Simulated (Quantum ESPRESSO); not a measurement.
**Ag in Quantum ESPRESSO: the effect of functional**

Crystal: Ag.

```
CELL_PARAMETERS angstrom
0.00000 2.04275 2.04275
2.04275 0.00000 2.04275
2.04275 2.04275 0.00000
ATOMIC_POSITIONS crystal
Ag 0.00000 0.00000 0.00000
```

Alike in all runs:

| Item | Value |
| --- | --- |
| Program | Quantum ESPRESSO 7.5 |
| Task | phonon dispersion |
| k mesh | 12 × 12 × 12 |
| Occupations | cold, width 0.2 eV |
| Spin | no spin polarisation |

Each run relaxes the cell or the atoms first.

| functional | potentials or basis | cutoff | relaxed volume (Å³/atom) | highest phonon frequency (cm⁻¹) |
| --- | --- | --- | --- | --- |
| LDA | PseudoDojo 0.4.1 SR LDA standard | 1170 eV | ? | ? |
| PBE | PseudoDojo 0.4.1 SR PBE standard | 1116 eV | 17.80 | 161 |
| PBEsol | PseudoDojo 0.4.1 SR PBEsol standard | 1116 eV | 16.67 | 178 |

Task: What does the run with functional LDA give?

Result: Relaxed volume 16.03 Å³/atom; highest phonon frequency 190 cm⁻¹.
